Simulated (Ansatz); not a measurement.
# Hf under changes of volume

One of the cells (21.882 Å³/atom); the others are scaled copies at fixed shape and fractional positions:

```
CELL_PARAMETERS angstrom
0.00000 2.22000 2.22000
2.22000 0.00000 2.22000
2.22000 2.22000 0.00000
ATOMIC_POSITIONS crystal
Hf 0.00000 0.00000 0.00000
```

This isn't the form of Hf at room conditions, which is hcp.

| Property | Result |
| --- | --- |
| Program | Ansatz 0.2.0 |
| Functional | PBEsol |
| Potentials or basis | all-electron LAPW, scalar-relativistic |
| Cutoff | 211 eV (chosen from the basis error) |
| Basis error allowed | 0.001 eV/atom |
| k mesh | 10 × 10 × 10 |
| Occupations | fermi-dirac, width 0.05 eV |
| Spin | no spin polarisation |

```tsv
volume (Å³/atom)	energy over the lowest point (meV/atom)	pressure (GPa)
20.569	16.41	5.7
21.007	4.65	3.0
21.444	0.00	0.5
21.882	?	?
22.320	9.41	-3.7
22.757	22.20	-5.5
23.195	39.74	-7.1
```

**Question.** What does the run at 21.882 Å³/atom give?

**Answer.** Energy over the lowest point 1.80 meV/atom; pressure -1.7 GPa.

Worked out: A Birch-Murnaghan fit of order 3 (a polynomial in V^(-2/3)) to the other rows has its minimum at 21.53 Å³/atom with B0 = V·E''(V) = 113 GPa and B' = 4.1. It gives 1.81 meV/atom at 21.882 Å³/atom, against the run's 1.80, and -dE/dV = -1.8 GPa, against -1.7.

Energies are extrapolated to zero smearing.
